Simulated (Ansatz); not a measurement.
# W on Al(110), quarter in the top layer, both faces: core shifts and d bands

How do strain and neighbours shift the levels in W on Al(110), quarter in the top layer, both faces? Spin–orbit coupling is left out of the bands throughout.

Calculated with Ansatz 0.2.0; DFT, PBE, plane-wave PAW, default files, scalar-relativistic.

Most raw output is cut from this account.

## (1) The structure

The cell holds 6 atoms: 6 Al. Its edges and angles: a = 4.040 Å, b = 2.857 Å, c = 21.142 Å, α = 90.0°, β = 90.0°, γ = 90.0°. It derives from Al. Vacuum lies along c.

## (2) The clean face

The clean face is the reference for what the added atoms change.

The input, input.yaml:

```yaml
crystal:
  lattice:
    - [4.04, 0.0, 0.0]
    - [0.0, 2.856711396, 0.0]
    - [0.0, 0.0, 21.14177849]
  atoms:
    - { symbol: Al, position: [0.0, 0.0, 0.668902027] }
    - { symbol: Al, position: [0.5, 0.5, 0.601341216] }
    - { symbol: Al, position: [0.0, 0.0, 0.533780405] }
    - { symbol: Al, position: [0.5, 0.5, 0.466219595] }
    - { symbol: Al, position: [0.0, 0.0, 0.398658784] }
    - { symbol: Al, position: [0.5, 0.5, 0.331097973] }
kpoints:
  mp_grid: { grid: [10, 14, 1] }
scf:
  occupations: { method: fermi_dirac, width: 0.05 }
  n_extra_bands: 12
hamiltonian:
  xc: pbe
  pseudopotentials: { kind: paw }
output:
  forces: true
  write_potential: true
  volumetric_format: []
  efg: { contact_densities: true }
  dos:
    projected: true
    de: 0.05
    e_range: [-30, 12]
    method: { smearing: { sigma: 0.1, scheme: gaussian } }
relax:
  f_tol: 0.03
  max_steps: 50
  constraints: [{ sites: [3] }]
```

Command:

```console
$ ansatz run input.yaml --threads 4 --pin off --max-ram 12288MiB --backend cpu --events-out ev --progress --plain --runs-dir out
```

Elapsed: 5.5 s, on 4 threads of AMD EPYC 9R45, shared host; peak memory 0.67 GiB.

Relaxation path:

| step | energy less that of the first step (eV) | largest force component (eV/Å) |
| --- | --- | --- |
| 1 | 0.0000 | 0.2390 |
| 2 | -0.0356 | 0.0977 |
| 3 | -0.0407 | 0.0504 |
| 4 | -0.0413 | 0.0047 |

The atoms that moved most (Å):

| atom | dx | dy | dz | length |
| --- | --- | --- | --- | --- |
| Al1 | 0.000 | 0.000 | -0.137 | 0.137 |
| Al5 | 0.000 | 0.000 | -0.109 | 0.109 |
| Al3 | 0.000 | 0.000 | -0.081 | 0.081 |
| Al6 | 0.000 | 0.000 | 0.056 | 0.056 |
| Al2 | 0.000 | 0.000 | 0.028 | 0.028 |

Final coordinates:

```xyz
6
Lattice="4.0400 0.0000 0.0000 0.0000 2.8567 0.0000 0.0000 0.0000 21.1418" Properties=species:S:1:pos:R:3
Al    0.0000    0.0000   14.0043
Al    2.0200    1.4284   12.7411
Al    0.0000    0.0000   11.2042
Al    2.0200    1.4284    9.8567
Al    0.0000    0.0000    8.3189
Al    2.0200    1.4284    7.0556
```

This step gave:

| Quantity | Value |
| --- | --- |
| free energy | -3223.5244 eV |
| energy at zero smearing | -3223.5113 eV |
| smearing term TS | 0.02618 eV |
| Fermi energy | 0.9822 eV |
| symmetry operations | 4 |
| zero of energy | Fermi level |
| share of occupied states in no projected shell | 0.0158 of the occupied states in the window |
| DOS at the Fermi level | 3.181 states/eV/cell |
| work function, upper face | 3.897 eV |
| work function, lower face | 3.897 eV |

From the Fermi level. Table of planar mean, electrostatic potential by z:

| z (Å) | planar mean, electrostatic potential (eV) |
| --- | --- |
| 0.0 | 3.90 |
| 0.5 | 3.90 |
| 1.0 | 3.90 |
| 1.5 | 3.90 |
| 2.0 | 3.90 |
| 2.5 | 3.90 |
| 3.0 | 3.89 |
| 3.5 | 3.89 |
| 4.0 | 3.88 |
| 4.5 | 3.83 |
| 5.0 | 3.69 |
| 5.5 | 3.17 |
| 6.0 | 1.57 |
| 6.5 | -2.20 |
| 7.0 | -3.90 |
| 7.5 | -5.92 |
| 8.0 | -5.41 |
| 8.5 | -4.28 |
| 9.0 | -4.39 |
| 9.5 | -4.32 |
| 10.0 | -4.48 |
| 10.5 | -5.80 |
| 11.0 | -4.61 |
| 11.5 | -4.28 |
| 12.0 | -4.40 |
| 12.5 | -4.29 |
| 13.0 | -5.15 |
| 13.5 | -6.18 |
| 14.0 | -4.07 |
| 14.5 | -2.55 |
| 15.0 | 1.21 |
| 15.5 | 3.06 |
| 16.0 | 3.65 |
| 16.5 | 3.82 |
| 17.0 | 3.88 |
| 17.5 | 3.89 |
| 18.0 | 3.89 |
| 18.5 | 3.90 |
| 19.0 | 3.90 |
| 19.5 | 3.90 |
| 20.0 | 3.90 |
| 20.5 | 3.90 |

The spectra weight each projected shell by its atomic cross section (Dirac–Hartree–Slater) and angular factor, for unpolarised light with the analyser at 54.7° from the beam. Broadening, on top of any smearing of the DOS itself: a Gaussian of 0.3 eV and a Lorentzian of 0.05 eV plus 0.05 times the binding energy (full widths), Fermi edge at 20 K. Each atom is damped by exp[−depth/(λ cos θ)], θ = 0° from the normal, λ from the universal curve. Curves are cut 10 eV under the photon energy, above any shell that the free atom's threshold puts out of reach, or at the lower edge of the window: 11.2 eV at 21.2 eV, 12.5 eV at 150 eV, 12.5 eV at 1486.7 eV, 12.5 eV at 8047.8 eV and 12.5 eV at 9251.7 eV. Dipole terms alone, which is rough above 3 keV; no background, satellites or final-state effects.

Share of each shell in the spectrum's area (%), by photon energy:

| shell | 21.2 eV | 150 eV | 1486.7 eV | 8047.8 eV | 9251.7 eV |
| --- | --- | --- | --- | --- | --- |
| Al 3s | 52.4 | 43.4 | 81.3 | 95.5 | 96.0 |
| Al 3p | 47.6 | 56.6 | 18.7 | 4.5 | 4.0 |

At the Fermi level the DOS is 3.18 states/eV a cell, and on the broadened curves Al 3p holds 60 % of the total there.

## (3) Relaxation

System of this step: Al11W. The cell holds 24 atoms: 2 W and 22 Al. Cell: a = 8.080 Å, b = 5.713 Å, c = 21.142 Å, α = 90.0°, β = 90.0°, γ = 90.0°. It derives from Al. How the cell was made: overlayer; added: W; how: quarter in the top layer, both faces. Regions: L1, 4 atoms (3 Al and 1 W); L2, 4 atoms (4 Al); L3, 4 atoms (4 Al); mid, 4 atoms (4 Al); rest, 8 atoms (7 Al and 1 W). Vacuum lies along c.

The cut or typed positions aren't at rest, and spectra shift with geometry, so the relaxation comes first. 8 atoms are held to stand for the bulk.

The input, input.yaml:

```yaml
crystal:
  lattice:
    - [8.08, 0.0, 0.0]
    - [0.0, 5.713422792, 0.0]
    - [0.0, 0.0, 21.14177849]
  atoms:
    - { symbol: W, position: [0.0, 0.0, 0.668902027] }
    - { symbol: Al, position: [0.5, 0.0, 0.668902027] }
    - { symbol: Al, position: [0.0, 0.5, 0.668902027] }
    - { symbol: Al, position: [0.5, 0.5, 0.668902027] }
    - { symbol: Al, position: [0.25, 0.25, 0.601341216] }
    - { symbol: Al, position: [0.75, 0.25, 0.601341216] }
    - { symbol: Al, position: [0.25, 0.75, 0.601341216] }
    - { symbol: Al, position: [0.75, 0.75, 0.601341216] }
    - { symbol: Al, position: [0.0, 0.0, 0.533780405] }
    - { symbol: Al, position: [0.5, 0.0, 0.533780405] }
    - { symbol: Al, position: [0.0, 0.5, 0.533780405] }
    - { symbol: Al, position: [0.5, 0.5, 0.533780405] }
    - { symbol: Al, position: [0.25, 0.25, 0.466219595] }
    - { symbol: Al, position: [0.75, 0.25, 0.466219595] }
    - { symbol: Al, position: [0.25, 0.75, 0.466219595] }
    - { symbol: Al, position: [0.75, 0.75, 0.466219595] }
    - { symbol: Al, position: [0.0, 0.0, 0.398658784] }
    - { symbol: Al, position: [0.5, 0.0, 0.398658784] }
    - { symbol: Al, position: [0.0, 0.5, 0.398658784] }
    - { symbol: Al, position: [0.5, 0.5, 0.398658784] }
    - { symbol: W, position: [0.25, 0.25, 0.331097973] }
    - { symbol: Al, position: [0.75, 0.25, 0.331097973] }
    - { symbol: Al, position: [0.25, 0.75, 0.331097973] }
    - { symbol: Al, position: [0.75, 0.75, 0.331097973] }
kpoints:
  mp_grid: { grid: [4, 6, 1] }
scf:
  occupations: { method: fermi_dirac, width: 0.05 }
  n_extra_bands: 18
hamiltonian:
  xc: pbe
  pseudopotentials: { kind: paw }
output:
  forces: true
  write_potential: true
  volumetric_format: []
relax:
  f_tol: 0.03
  max_steps: 45
  constraints: [{ sites: [8, 9, 10, 11, 12, 13, 14, 15] }]
```

Elapsed: 30 s, on 4 threads; peak memory 2.4 GiB; 2 min of CPU time.

The steps of the relaxation:

| step | energy less that of the first step (eV) | largest force component (eV/Å) |
| --- | --- | --- |
| 1 | 0.0000 | 3.5524 |
| 2 | -1.4413 | 2.0851 |
| 3 | -1.9030 | 0.5327 |
| 4 | -1.9339 | 0.0713 |
| 5 | -1.9368 | 0.0214 |

The run keeps the 2 symmetry operations that it works with, so distortions that break them were not tested.

The atoms that moved most (Å):

| atom | dx | dy | dz | length |
| --- | --- | --- | --- | --- |
| W21 | 0.015 | 0.025 | 0.354 | 0.355 |
| W1 | -0.015 | -0.025 | -0.354 | 0.355 |
| Al24 | -0.002 | 0.031 | 0.134 | 0.137 |
| Al4 | 0.002 | -0.031 | -0.134 | 0.137 |
| Al7 | -0.032 | -0.006 | 0.121 | 0.125 |
| Al19 | 0.032 | 0.006 | -0.121 | 0.125 |
| Al5 | -0.062 | -0.030 | 0.066 | 0.096 |
| Al17 | 0.062 | 0.030 | -0.066 | 0.096 |

This step gave:

| Property | Result |
| --- | --- |
| free energy | -32586.2420 eV |
| energy at zero smearing | -32586.1918 eV |
| smearing term TS | 0.1003 eV |
| Fermi energy | 1.299 eV |
| symmetry operations | 2 |
| work function, upper face | 4.026 eV |
| work function, lower face | 4.026 eV |

The relaxation ends 81 meV an atom lower, with a largest force component of 0.021 eV/Å on the free atoms. Between step 2 and this run (24 atoms) the value for the work function, upper face moves from 3.90 eV to 4.03 eV (+3 %).

[end of part 1 of 3]

[Logs are printed without paths, hosts, clocks, repeated set-up lines and the standing remarks that a program may print on its own settings, such as how far it seeks lower states.]

[Hosts, paths, dates, database ids (printed as entryN), source tags and the programs' standing remarks are cut or masked in the printed files.]

[Maps of the electrostatic potential energy from Ansatz leave out the sawtooth potential of an applied field or a dipole correction, so their vacuum need not be flat; work functions include it.]
